## When standing still looks like arriving

Raise the cutoff until the answer stops moving, then stop: that seems a safe way to choose a plane-wave basis. If a force hardly changes between two settings, its error should be about as small as the change. In this cell of barium titanate, treated with a standard density functional, the rule fails badly at one step if only a single force component, or only the largest force error, is watched. One force component pauses at a value that even has the wrong sign.

Ansatz 0.2.0, DFT with the PBE functional, plane waves and the PAW set soft_2, scalar-relativistic and without spin polarisation, for a distorted five-atom cell of BaTiO3. All runs use a 6×6×6 k mesh, Gaussian smearing of 0.02 eV and a density cutoff four times the wave cutoff. The reference is the same cell at a wave cutoff of 600 eV; pressure is positive in compression.

| wave cutoff | energy less reference (meV per atom) | pressure less reference (GPa) | largest force change (eV/Å) | pressure (GPa) |
| --- | --- | --- | --- | --- |
| 200 eV | 4806.5 | 4.989 | 1.263 | 8.988 |
| 250 eV | 1290.8 | -4.618 | 0.205 | -0.619 |
| 300 eV | 315.2 | -0.638 | 0.197 | 3.361 |
| 350 eV | 59.1 | 0.092 | 0.006 | 4.091 |
| 420 eV | 3.8 | -0.001 | 0.001 | 3.998 |

The wave cutoff is the highest kinetic energy of the plane waves that build the orbitals. The columns of differences compare each row with a calculation at 600 eV for the same atoms in the same places. The atoms were displaced at random and the cell was slightly strained, so sizeable forces are expected here, and the pressure of about 4 GPa need not vanish. Both belong to this distorted cell and are not properties of relaxed barium titanate.

## The false calm

Follow the force along x on the third atom of the cell. Between 250 and 300 eV it changes by only 0.023 eV/Å, which looks like a result about to settle. At 300 eV, however, it is still wrong by 0.197 eV/Å relative to the reference, almost nine times that last step. It points along positive x, whereas the reference force points along negative x.

The step is small because two wrong values happen to lie close together. A step measures the difference between two errors, and that difference can be small while both errors are large. The next increase, to 350 eV, ends the calm: the force turns round and comes close to its reference value. This component was picked because it is the quietest of all in the step from 250 to 300 eV. Others move clearly: the force along y on the same atom falls by nearly half, by 0.186 eV/Å. That is the largest step of any component, and it is about as large as the largest error left at 300 eV. Read over all components, the steps do give a fair warning.

The column of largest force changes shows a similar standstill, at 0.205 and then 0.197 eV/Å. This maximum hides a change of place, because the largest error sits on the second atom at 250 eV and on the third at 300 eV. A maximum over all atoms can therefore stay level while the individual forces are still shifting.

The pressure fails more openly. At 250 eV it is −0.6 GPa, so the cell appears to want to shrink, while at the reference it pushes outward with 4.0 GPa. A relaxation of the volume started at this cutoff would set off in the wrong direction. Here the steps do give a warning, since the pressure had dropped by 9.6 GPa from the row before.

## Why the energy gives the alarm

A plane-wave basis describes an orbital as a sum of smooth waves, and the cutoff decides how short the shortest wave may be. Oxygen 2p and titanium 3d orbitals are compact, and the calculation also treats the still tighter titanium 3s and 3p electrons. The PAW method smooths the orbitals close to the nuclei, but what remains still needs fairly short waves. Without them, the electrons cannot take up their best shape and the energy comes out too high.

Each new wave gives the electrons more freedom, and they use it only if it lowers the energy. This is the variational principle, and it gives the energy error a fixed sign. The argument is strict for the waves alone; here the finer grid for the density grows along with them, so it holds closely rather than exactly. The table agrees with it, as the energy falls at every step.

An error that can only shrink from one side cannot swing through zero. It can still pause if the next waves happen to matter little to the orbitals, but here it does not. During the false calm of the force, the energy still dropped by 976 meV per atom. That drop shows that the basis at 250 eV lacked important waves, and so steep a fall makes it likely that more were still missing at 300 eV. This one force component gave no sign of either.

## Why forces and pressure can mislead

A force is the slope of the energy when an atom moves, and a pressure is the slope when the volume changes. Picture the energy at a low cutoff as a landscape lying above the true one. The variational principle says that it lies above, but not that it runs parallel. Where the gap between the two landscapes widens, the slope is wrong in one sense; where it narrows, it is wrong in the other.

Most of the gap should be the same everywhere, because a compact orbital lacks its short waves wherever its atom sits. This part lifts the whole landscape and leaves the slopes alone. The row at 350 eV fits the picture: the energy is still 59 meV per atom too high, yet no force component is off by more than about 0.006 eV/Å.

A smaller part of the gap depends on how the atoms are arranged. The missing waves of neighbouring atoms overlap, and they reinforce or weaken each other according to the distance between the atoms measured in wavelengths. As the cutoff rises, the shortest wavelength changes, and so does this balance. Theory thus allows the slope errors to change sign, but the table does not trace a particular reversal to a particular pair of atoms. The cutoff for the density also changes in step with that for the waves, so its share in the force errors cannot be separated.

The same question sorts other quantities: is the error bounded on one side or not? The band gap is a difference between two orbital energies, each with its own basis error, so it has no such bound. Its error is indeed larger at 300 eV than at 250 eV, 0.047 against 0.021 eV relative to the reference. The two gaps do not start from the same band edge, though: at 250 eV the top of the valence band lies at another k point than at 300 eV and in the reference. The smallest direct gap on the mesh shows the same order, being almost exact at 250 eV and 0.034 eV too small at 300 eV.

## The extra difficulty of pressure

Pressure has a further weakness. When a cell is compressed with a fixed list of plane waves, every wave is squeezed with it and becomes shorter. The basis therefore improves on compression, and the energy falls for a reason that has nothing to do with the material. The cell seems to gain by shrinking, which is a false tension.

The pressures in the table already contain a correction for this effect. Its size can be estimated without any adjustable constant. The kinetic energy of a wave grows as the inverse square of its length, so the cutoff $E_c$ of a fixed list of waves varies with volume $V$ as $V^{-2/3}$. With $\varepsilon$ as the energy per atom and $V$ as the volume per atom, the missing pressure is

$$p_c=\frac{2}{3}\,\frac{E_c}{V}\left|\frac{d\varepsilon}{dE_c}\right| .$$

Take 250 eV as the worked case. The energy error falls from 4806.5 to 315.2 meV per atom between the rows on either side, which are 100 eV apart. Treated as an exponential decay, this is a rate of $\ln(4806.5/315.2)/100=0.027$ per eV.

Multiplied by the energy error at 250 eV itself, 1290.8 meV per atom, the rate gives a slope of about 35 meV per atom for each eV of cutoff. With a volume of 12.84 Å³ per atom, the formula then yields $p_c\approx 73$ GPa.

This is an order of magnitude, because the slope comes from widely spaced points on a steep curve. The uncorrected pressures are not available, so the estimate cannot be tested directly. It still shows how delicate the task is: the remaining error of −4.6 GPa is only about 6 % of the correction, yet it is enough to reverse the sign of the pressure.

That remainder may come from an imperfect correction or from a real dependence of the basis error on volume. The stress tensor gives a hint: at 250 eV its three normal components are off by −4.4, −4.9 and −4.5 GPa, while the shear components are off by less than 0.2 GPa. An error so nearly equal in all directions suits an imperfect correction, but a real volume dependence in this nearly cubic cell could look alike, so the two are not cleanly separated. The forces are a useful control. Plane waves do not move with the atoms, so forces need no correction of this kind, and their errors change sign as well. An imperfect correction therefore cannot be the general reason why slopes err in both directions.

## Reading the warning signs

The failure can be recognised without a reference calculation by reading the energy beside the force. A quiet force is no proof of a settled force while the energy still falls steeply. All components have to be quiet, not just one of them, and one quiet step is weak evidence until the next one is quiet too. The program also flagged the four lowest cutoffs as below its recommended value.

The energy is a cautious alarm and can ring too long. From 350 to 420 eV it still falls by 55 meV per atom, although the pressure at 350 eV is already within about 2 % of the reference. Single stress components are off by up to 0.10 GPa, which is about 9 % of the smallest normal stress. For forces and pressure in this cell, with the soft PAW set used in all these runs, 350 eV is already close to the reference; a total energy needs more.

At 420 eV the energy remains 3.8 meV per atom above the reference, while the differences in pressure and force are too small to interpret. Much of the remaining energy error should cancel between two similar structures computed at the same cutoff. That follows from the picture of a uniformly lifted landscape. The small force errors support it for slight shifts of the atoms; for larger changes of structure it stays untested. The reference at 600 eV is itself not checked against a higher cutoff. The printed output below lists the steps, the single force components and the pressure estimate for 250 and 300 eV.

Output of the analysis:

```
Change from the previous cutoff:
     row  energy step meV per atom  pressure step GPa  step of x force on third atom eV/A  gap step eV
  250 eV                     -3516             -9.607                               1.438       0.2543
  300 eV                    -975.6               3.98                             0.02262     -0.02576
  350 eV                    -256.1               0.73                             -0.1946      0.04401
  420 eV                     -55.3             -0.093                            -0.00423      0.00284
Single force components and gap:
     row  x force on third atom eV/A  its error eV/A  error of x force on second atom eV/A  gap error eV
  200 eV                      -1.406          -1.263                                 1.064        -0.275
  250 eV                     0.03259          0.1749                               -0.2047      -0.02075
  300 eV                     0.05521          0.1975                               -0.1568      -0.04651
  350 eV                     -0.1394         0.00286                              -0.00632     -0.002503
  420 eV                     -0.1436        -0.00137                               0.00049      0.000337
Reference pressure at 600 eV in GPa: 3.999
Reference x force on third atom in eV/A: -0.1423
Energy error at 250 eV over that at 300 eV: 4.095
Largest force change at 250 eV over that at 300 eV: 1.041
Error of third atom x force at 300 eV over its last step: 8.732
Pressure error at 350 eV in percent of reference pressure: 2.301
Estimated finite-cutoff correction of pressure at 250 eV in GPa: 73.11
Estimated finite-cutoff correction of pressure at 300 eV in GPa: 24.25
Remaining pressure error at 250 eV in percent of that correction: 6.316
Remaining pressure error at 300 eV in percent of that correction: 2.631
```
